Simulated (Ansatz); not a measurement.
# BP (F-43m) in Ansatz: further runs

One crystal, BP, is run at these levels: r2SCAN+rVV10; tasks: single point, equation of state.

Everything below comes from runs of Ansatz 0.2.0. Logs are shortened: lines on timing, memory, paths and dates and some standing lists are left out, and cuts for length are marked.

**What was measured.**

From “Equation of state of single-crystal cubic boron phosphide”, 2014, arxiv:1407.1677, for a bulk crystal of BP at 300 K: bulk modulus 179 ± 1 GPa.

How close the calculation comes is told below.

### 1 The structure

Symmetry: F-43m, No. 216, cubic system. Conventional cell: a = 4.538 Å, b = 4.538 Å, c = 4.538 Å, α = 90.00°, β = 90.00°, γ = 90.00°. Around P (site symmetry -43m) lie 4 B at 1.97 Å. B (site symmetry -43m) has 4 P at 1.97 Å as nearest neighbours.

### 2 Single point, r2SCAN+rVV10, 10.98 Å³/atom (volume scaled by 0.94)

input.yaml reads:

```yaml
crystal:
  lattice:
    - [0.0, 2.2226808807, 2.2226808807]
    - [2.2226808807, 0.0, 2.2226808807]
    - [2.2226808807, 2.2226808807, 0.0]
  atoms:
    - { symbol: P, position: [0.75, 0.75, 0.75] }
    - { symbol: B, position: [0.0, 0.0, 0.0] }
hamiltonian:
  xc: r2scan
  pseudopotentials: { kind: paw }
  dispersion: rvv10
kpoints:
  mp_grid: { grid: [10, 10, 10] }
scf:
  occupations: { method: fermi_dirac, width: 0.05 }
output:
  forces: true
  stress: true
  eigenvalues: true
  write_density: true
  write_potential: true
  elf: true
  volumetric_format: npy
```

Potentials or basis: Ansatz PAW.

Run with:

```
$ ansatz run input.yaml --threads 2 --pin off --max-ram 5120MiB --backend cpu --events-out ev --progress --plain --runs-dir out
```

Output:

```text
Warning: RAYON_NUM_THREADS=2 ignored (pool sized by the plan → 2); use --threads N
Engine: ansatz 0.2.0, x86_64-unknown-linux-gnu
Pseudopotentials: kind: paw
Pseudopotential: P, paw, valence charge 5, recommended cutoff 500 eV (meta_gga), P.paw.azcp
Pseudopotential: B, paw, valence charge 3, recommended cutoff 500 eV (meta_gga), B.paw.azcp
Functional definition: r2SCAN+rVV10
  parameter k0 = 0.174
  parameter k1 = 0.065
  parameter a1 = 4.9479
  exchange = r2scan_x(k0 = k0, k1 = k1, a1 = a1)
  correlation = r2scan_c + rvv10(11.95, 0.0093)
Crystal: 2 atoms, lattice volume = 21.961 Å³
Basis set: ecut = 500 eV, 537 PW (Γ), exchange–correlation on 108×108×108 points (64 copies of the dense FFT grid, shifted against one another)
Bands: 8, of which v1, the nominal top of the filled ones, is band 4 counted from 1 (3 counted from 0)
Symmetry: 24 space group operations
Space group: F-43m (ITA 216), of the structure as read, at distance tolerance 2.8e-5 Å
k-points: 47 of 1000 (time reversal used)
Non-local potential: P, projectors of the file, l = 0: 2, l = 1: 2, l = 2: 2
Non-local potential: B, projectors of the file, l = 0: 2, l = 1: 2, l = 2: 1
PAW form: soft (Blöchl's): semilocal exchange-correlation on the pseudo side does not see the compensation charge
rVV10 density: all electrons in the spheres
PAW frozen core: P, regenerated for the run's functional (the file was generated under x = pbe(κ = 0.804, μ = 0.2195149727645171), c = pbe(β = 0.06672455060314922))
PAW frozen core: B, regenerated for the run's functional (the file was generated under x = pbe(κ = 0.804, μ = 0.2195149727645171), c = pbe(β = 0.06672455060314922))
PAW one-centre angular grid: P, 302 points (default); XC on 160 Gauss nodes
PAW one-centre angular grid: B, 302 points (default); XC on 160 Gauss nodes
Initial density: superposition of atomic densities (neutral atoms: chi_scale 0, normalization atom), corrected by the library's trained network
Initial wavefunctions: pseudopotential atomic-orbital guess
Functional: x = r2scan, c = r2scan + rvv10(b = 11.95, C = 0.0093); τ floored in thin density (d = 2e-4 eV/Å³)
SCF iter   1: F=—  HF=-916.018698 eV  |F-HF|=—  |Δ(HF+E_count)|=         —  Δρ=4.38e-3  dr2=2.45e-3  dr2_τ=1.56e-1  ethr=1.77e-3  ⟨swp⟩=6.1  Hψ=3529  notcnv=0
preconditioner: auto → none  [insulator: Δε(μ)=1.249 eV  Ē_g=14.079 eV  σ=0.050 eV  W_gap=1.00  n_scr=0 (ndim 8)  ℏωp=22.4 eV  f_vac=0.000  D(μ)=0.00/eV (n_scr^D=0)  ε∞_Penn≈3.5]
SCF iter   2: F=—  HF=-916.058191 eV  |F-HF|=—  |Δ(HF+E_count)|=   3.95e-2  Δρ=3.00e-3  dr2=9.55e-4  dr2_τ=4.50e-5  ethr=3.07e-5  ⟨swp⟩=2.1  Hψ=1139  notcnv=0
SCF iter   3: F=—  HF=-916.058267 eV  |F-HF|=—  |Δ(HF+E_count)|=   7.64e-5  Δρ=8.69e-4  dr2=1.61e-4  dr2_τ=1.20e-5  ethr=1.19e-5  ⟨swp⟩=2.1  Hψ=567  notcnv=0
SCF iter   4: F=—  HF=-916.058235 eV  |F-HF|=—  |Δ(HF+E_count)|=   3.23e-5  Δρ=1.70e-4  dr2=3.25e-6  dr2_τ=4.32e-7  ethr=2.02e-6  ⟨swp⟩=2.6  Hψ=566  notcnv=0
SCF iter   5: F=—  HF=-916.058235 eV  |F-HF|=—  |Δ(HF+E_count)|=   4.43e-7  Δρ=2.59e-5  dr2=3.45e-8  dr2_τ=1.66e-8  ethr=4.07e-8  ⟨swp⟩=2.1  Hψ=561  notcnv=0
SCF iter   6: F=-916.058235 eV  HF=-916.058235 eV  |F-HF|=2.21e-9  |Δ(HF+E_count)|=   1.02e-7  Δρ=7.74e-6  dr2=6.29e-9  dr2_τ=3.52e-10  ethr=4.31e-10  ⟨swp⟩=6.9  Hψ=2651  notcnv=0
SCF 1 converged in 6 iterations: F = -916.058235 eV  dr2 = 6.29e-9
SCF converged after 6 iterations
Free energy (F): -916.058235 eV
Harris-Foulkes:  -916.058235 eV  (|F-HF|=2.21e-9)
Internal energy: -916.058235 eV  (E = F + TS)
E sigma→0 (E₀):  -916.058235 eV
Entropy (-TS):   -0.000000 eV (-0.000 meV/atom)
Fermi energy:    10.734693 eV
--- Per-component energies (eV) ---
  E_band       = 23.956405
  E_kinetic    = 124.592298
  E_local      = -62.369218  (includes V_loc(G=0)·N_el)
  E_nonlocal   = 44.563547
  E_hartree    = 16.256614
  E_xc         = -91.547935
  E_vxc        = -109.589466  (∫ρ·V_xc dr)
  E_paw        = -656.003294  (= ΣΔE_a)
  E_vpaw       = -10.750010  (= ΣTr[D̂ρ^β])
  E_aug_tail   = -0.000001  (compensation charges beyond the density's cutoff)
  E_vtau       = 4.996072  (kinetic-family band-sum trace: ∫τ·v_τ [+ j·A + Jᵃ·Aᵃ] dr)
  E_ewald      = -291.440962
  E_core_change = -0.109284  (= ΣΔE_core)
  E_smearing   = -0.000000  (= −TS)
  E_closure    = 0.000000  (closes the sum)
  Σ components = -916.058235   (vs F -916.058235, Δ=0.00e0)
--- Forces (eV/Å), atoms counted from 1 ---
  atom   1  P      0.00000000    -0.00000000     0.00000000
  atom   2  B     -0.00000000     0.00000000     0.00000000
  max |Σ_I F_I| component: 2.41e-16 eV/Å
--- Stress (GPa, compression-positive) ---
       10.892691      -0.000000      -0.000000
       -0.000000      10.892691       0.000000
       -0.000000       0.000000      10.892691
  P = ⅓ Tr σ = 10.8927 GPa (108.927 kbar)
--- Band table (eV; the first three rows and the last of 47) ---
  k-point 0: bands = ["-6.7674", "10.1038", "10.1038", "10.1038", "13.7996", "13.7996", "13.7996", "19.0827"]
  k-point 1: bands = ["-6.5682", "8.6774", "9.7731", "9.7731", "14.2580", "14.2580", "14.3550", "19.5575"]
  k-point 2: bands = ["-5.9775", "6.1099", "9.1512", "9.1512", "14.7143", "15.0456", "15.0456", "20.6030"]
  k-point 46: bands = ["-0.9474", "1.1240", "3.9397", "4.1021", "15.0425", "16.0296", "19.1986", "19.7380"]
```

Wall time 1.8 s (2 threads of INTEL XEON PLATINUM 8581C at 2.10GHz (Emerald Rapids), shared host); peak memory 0.45 GiB.

What came out:

```yaml
Free_energy: -916.0582 eV
Pressure: 10.9 GPa
Band_gap_on_the_k_mesh: 1.31 eV, indirect (least direct gap 3.70 eV)
```

Caveat: the PAW data sets come from PBE, with cores solved anew for the run's functional, which leaves a small shift of forces and pressure.

### 3 Single point, r2SCAN+rVV10, 11.21 Å³/atom (volume scaled by 0.96)

input.yaml reads:

```yaml
crystal:
  lattice:
    - [0.0, 2.2383340787, 2.2383340787]
    - [2.2383340787, 0.0, 2.2383340787]
    - [2.2383340787, 2.2383340787, 0.0]
  atoms:
    - { symbol: P, position: [0.75, 0.75, 0.75] }
    - { symbol: B, position: [0.0, 0.0, 0.0] }
hamiltonian:
  xc: r2scan
  pseudopotentials: { kind: paw }
  dispersion: rvv10
kpoints:
  mp_grid: { grid: [10, 10, 10] }
scf:
  occupations: { method: fermi_dirac, width: 0.05 }
output:
  forces: true
  stress: true
  eigenvalues: true
```

Potentials or basis: Ansatz PAW.

Run with:

```
$ ansatz run input.yaml --threads 2 --pin off --max-ram 5120MiB --backend cpu --events-out ev --progress --plain --runs-dir out
```

Run time: 1.5 s. Hardware: 2 threads of INTEL XEON PLATINUM 8581C at 2.10GHz (Emerald Rapids), shared host; peak memory 0.43 GiB.

The run converged. Its results:

```yaml
Free_energy: -916.0837 eV
Pressure: 6.6 GPa
Band_gap_on_the_k_mesh: 1.33 eV, indirect (least direct gap 3.66 eV)
```

Caveat: the PAW data sets come from PBE, with cores solved anew for the run's functional, which leaves a small shift of forces and pressure.

### 4 Single point, r2SCAN+rVV10, 11.45 Å³/atom (volume scaled by 0.98)

Changes to input.yaml since step 3:

```diff
@@ -2,5 +2,5 @@
   lattice:
-    - [0.0, 2.2383340787, 2.2383340787]
-    - [2.2383340787, 0.0, 2.2383340787]
-    - [2.2383340787, 2.2383340787, 0.0]
+    - [0.0, 2.2537713532, 2.2537713532]
+    - [2.2537713532, 0.0, 2.2537713532]
+    - [2.2537713532, 2.2537713532, 0.0]
   atoms:
```

Run with:

```
$ ansatz run input.yaml --threads 2 --pin off --max-ram 5120MiB --backend cpu --events-out ev --progress --plain --runs-dir out
```

Wall time 1.6 s (2 threads of INTEL XEON PLATINUM 8581C at 2.10GHz (Emerald Rapids), shared host); peak memory 0.44 GiB.

It converged, with:

```yaml
Free_energy: -916.0972 eV
Pressure: 2.7 GPa
Band_gap_on_the_k_mesh: 1.36 eV, indirect (least direct gap 3.63 eV)
```

Caveat: the PAW data sets come from PBE, with cores solved anew for the run's functional, which leaves a small shift of forces and pressure.

### 5 Single point, r2SCAN+rVV10, 11.68 Å³/atom

Changes to input.yaml since step 4:

```diff
@@ -2,5 +2,5 @@
   lattice:
-    - [0.0, 2.2537713532, 2.2537713532]
-    - [2.2537713532, 0.0, 2.2537713532]
-    - [2.2537713532, 2.2537713532, 0.0]
+    - [0.0, 2.269, 2.269]
+    - [2.269, 0.0, 2.269]
+    - [2.269, 2.269, 0.0]
   atoms:
@@ -20 +20,5 @@
   eigenvalues: true
+  write_density: true
+  write_potential: true
+  elf: true
+  volumetric_format: npy
```

Run with:

```
$ ansatz run input.yaml --threads 2 --pin off --max-ram 5120MiB --backend cpu --events-out ev --progress --plain --runs-dir out
```

Run time: 1.9 s. Hardware: 2 threads of INTEL XEON PLATINUM 8581C at 2.10GHz (Emerald Rapids), shared host; peak memory 0.42 GiB.

The run converged. Its results:

```yaml
Free_energy: -916.0999 eV
Pressure: -0.8 GPa
Band_gap_on_the_k_mesh: 1.39 eV, indirect (least direct gap 3.59 eV)
```

Caveat: the PAW data sets come from PBE, with cores solved anew for the run's functional, which leaves a small shift of forces and pressure.

### 6 Single point, r2SCAN+rVV10, 11.92 Å³/atom (volume scaled by 1.02)

Changes to input.yaml since step 5:

```diff
@@ -2,5 +2,5 @@
   lattice:
-    - [0.0, 2.269, 2.269]
-    - [2.269, 0.0, 2.269]
-    - [2.269, 2.269, 0.0]
+    - [0.0, 2.284026928, 2.284026928]
+    - [2.284026928, 0.0, 2.284026928]
+    - [2.284026928, 2.284026928, 0.0]
   atoms:
@@ -20,5 +20 @@
   eigenvalues: true
-  write_density: true
-  write_potential: true
-  elf: true
-  volumetric_format: npy
```

Potentials or basis: Ansatz PAW.

Run with:

```
$ ansatz run input.yaml --threads 2 --pin off --max-ram 5120MiB --backend cpu --events-out ev --progress --plain --runs-dir out
```

Run time: 1.6 s. Hardware: 2 threads of INTEL XEON PLATINUM 8581C at 2.10GHz (Emerald Rapids), shared host; peak memory 0.43 GiB.

Results (log left out):

```
Free energy            : -916.0928 eV
Pressure               : -4.0 GPa
Band gap on the k mesh : 1.41 eV, indirect (least direct gap 3.57 eV)
```

Caveat: the PAW data sets come from PBE, with cores solved anew for the run's functional, which leaves a small shift of forces and pressure.

### 7 Single point, r2SCAN+rVV10, 12.15 Å³/atom (volume scaled by 1.04)

Changes to input.yaml since step 6:

```diff
@@ -2,5 +2,5 @@
   lattice:
-    - [0.0, 2.284026928, 2.284026928]
-    - [2.284026928, 0.0, 2.284026928]
-    - [2.284026928, 2.284026928, 0.0]
+    - [0.0, 2.2988586873, 2.2988586873]
+    - [2.2988586873, 0.0, 2.2988586873]
+    - [2.2988586873, 2.2988586873, 0.0]
   atoms:
@@ -20 +20,5 @@
   eigenvalues: true
+  write_density: true
+  write_potential: true
+  elf: true
+  volumetric_format: npy
```

Run with:

```
$ ansatz run input.yaml --threads 2 --pin off --max-ram 5120MiB --backend cpu --events-out ev --progress --plain --runs-dir out
```

Wall time 1.8 s (2 threads of INTEL XEON PLATINUM 8581C at 2.10GHz (Emerald Rapids), shared host); peak memory 0.45 GiB.

Results (log left out):

* Free energy: -916.0767 eV
* Pressure: -6.9 GPa
* Band gap on the k mesh: 1.44 eV, indirect (least direct gap 3.54 eV)

Caveat: the PAW data sets come from PBE, with cores solved anew for the run's functional, which leaves a small shift of forces and pressure.

### 8 Single point, r2SCAN+rVV10, 12.38 Å³/atom (volume scaled by 1.06)

input.yaml reads:

```yaml
crystal:
  lattice:
    - [0.0, 2.3135014941, 2.3135014941]
    - [2.3135014941, 0.0, 2.3135014941]
    - [2.3135014941, 2.3135014941, 0.0]
  atoms:
    - { symbol: P, position: [0.75, 0.75, 0.75] }
    - { symbol: B, position: [0.0, 0.0, 0.0] }
hamiltonian:
  xc: r2scan
  pseudopotentials: { kind: paw }
  dispersion: rvv10
kpoints:
  mp_grid: { grid: [10, 10, 10] }
scf:
  occupations: { method: fermi_dirac, width: 0.05 }
output:
  forces: true
  stress: true
  eigenvalues: true
```

Run with:

```
$ ansatz run input.yaml --threads 2 --pin off --max-ram 5120MiB --backend cpu --events-out ev --progress --plain --runs-dir out
```

Run time: 1.7 s. Hardware: 2 threads of INTEL XEON PLATINUM 8581C at 2.10GHz (Emerald Rapids), shared host; peak memory 0.43 GiB.

The run converged. Its results:

```
Free energy            : -916.0526 eV
Pressure               : -9.6 GPa
Band gap on the k mesh : 1.46 eV, indirect (least direct gap 3.51 eV)
```

Caveat: the PAW data sets come from PBE, with cores solved anew for the run's functional, which leaves a small shift of forces and pressure.

### 9 Equation of state, r2SCAN+rVV10

Potentials or basis: Ansatz PAW.

This step only gathers the single runs of the series.

Results:

```yaml
Equilibrium_volume: 11.63 Å³/atom
Bulk_modulus: 171 GPa
Pressure_derivative_of_the_bulk_modulus: 3.8
```

Energy against volume, from the lowest point:
```tsv
volume (Å³/atom)	energy (meV/atom)
10.981	20.83
11.214	8.12
11.448	1.36
11.682	0.00
11.915	3.56
12.149	11.59
12.383	23.67
```

Caveat: the PAW data sets were made with another functional, which shifts forces and pressure a little.

### 10 How close it comes

Step 9. A measured bulk modulus of BP is 179 GPa (300 K; “Equation of state of single-crystal cubic boron phosphide”, 2014, arxiv:1407.1677); the calculated 171 GPa misses it by -4.2 %. 3 values of this kind are on record (173 to 179 GPa); this one was drawn at random among those near their median, those with a stated uncertainty first. The fit is for a static lattice scaled at fixed shape and fixed fractional positions.
